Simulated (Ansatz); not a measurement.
Level of theory: DFT PBE, scalar-relativistic, plane waves, PAW (Ansatz 0.2.0). Settings: cutoff 420 eV, Γ-centred meshes spaced at most about 0.3 Å⁻¹, and about 0.25 Å⁻¹ or finer for metals (2π included), Gaussian smearing. No spin polarisation.

Each guess is relaxed in cell and atoms at zero pressure, on a coarse mesh first where it starts far from rest and then on a converged one. The steps can't lower the symmetry of the start, but it can rise. Energies are static (0 K, no zero-point motion).

This guess for SiNi₂ (collinear spin from parallel moments) isn't its lowest structure:

```
CELL_PARAMETERS angstrom
3.01598 0.00000 0.00000
0.00000 3.01598 0.00000
0.00000 0.00000 4.68322
ATOMIC_POSITIONS crystal
Si 0.00000 0.00000 0.39981
Ni 0.00000 0.00000 0.88133
Ni 0.50000 0.50000 0.73181
```

Question: Where does the relaxation end?

Answer: P4mm at 14.2 Å³/atom → P4mm at 12.1 Å³/atom. Conventional cell: a = 2.577 Å, c = 5.468 Å. Around Si lie 1 Ni at 2.20 Å, 4 Ni at 2.35 Å and 4 Si at 2.58 Å; around Ni on its first site lie 1 Si at 2.20 Å and 8 Ni at 2.54–2.58 Å; Ni on its second site is surrounded by 4 Si at 2.35 Å and 8 Ni at 2.54–2.58 Å.

```cif
data_structure
_symmetry_space_group_name_H-M 'P4mm'
_symmetry_Int_Tables_number 99
_cell_length_a 2.5773
_cell_length_b 2.5773
_cell_length_c 5.4679
_cell_angle_alpha 90.000
_cell_angle_beta 90.000
_cell_angle_gamma 90.000
_cell_volume 36.32
loop_
_atom_site_label
_atom_site_type_symbol
_atom_site_symmetry_multiplicity
_atom_site_Wyckoff_symbol
_atom_site_fract_x
_atom_site_fract_y
_atom_site_fract_z
_atom_site_occupancy
Si1 Si 1 a 0.00000 0.00000 0.38093 1
Ni1 Ni 1 a 0.00000 0.00000 0.97841 1
Ni2 Ni 1 b 0.50000 0.50000 0.65361 1
```

Question: Compare it with the lowest SiNi₂ structure at this level.

Answer: It lies 0.43 eV/atom above the lowest of the 6 forms computed, a structure that the Crystallography Open Database (COD) lists. Space group Pnma (No. 62), orthorhombic, a = 5.021 Å, b = 3.731 Å, c = 7.076 Å. Around Si lie 7 Ni at 2.31–2.41 Å, 2 Ni at 2.58 Å and 1 Ni at 2.76 Å; Ni on its first site has 3 Si at 2.35–2.41 Å, 8 Ni at 2.58–2.72 Å and 2 Si at 2.58 Å; Ni on its second site is surrounded by 4 Si at 2.31–2.32 Å, 8 Ni at 2.58–2.72 Å and 1 Si at 2.76 Å. That form has 11.0 Å³/atom and no gap on its mesh, nor has the guess's end. Counting Si atoms around Ni (those within 1.25 times the shortest such distance or 1.15 times the sum of covalent radii, 1.27 where that leaves under three; a plus sign parts nearer from farther groups; a slash parts the counts of unlike sites), the guess's end has Ni 1/4 and the lowest form has Ni 4+1/5.

A magnetic state wasn't ruled out in cells without spin, among them Pnma. Some structure types and database cells were kept out of the candidates from the start, so a known form may be missing.
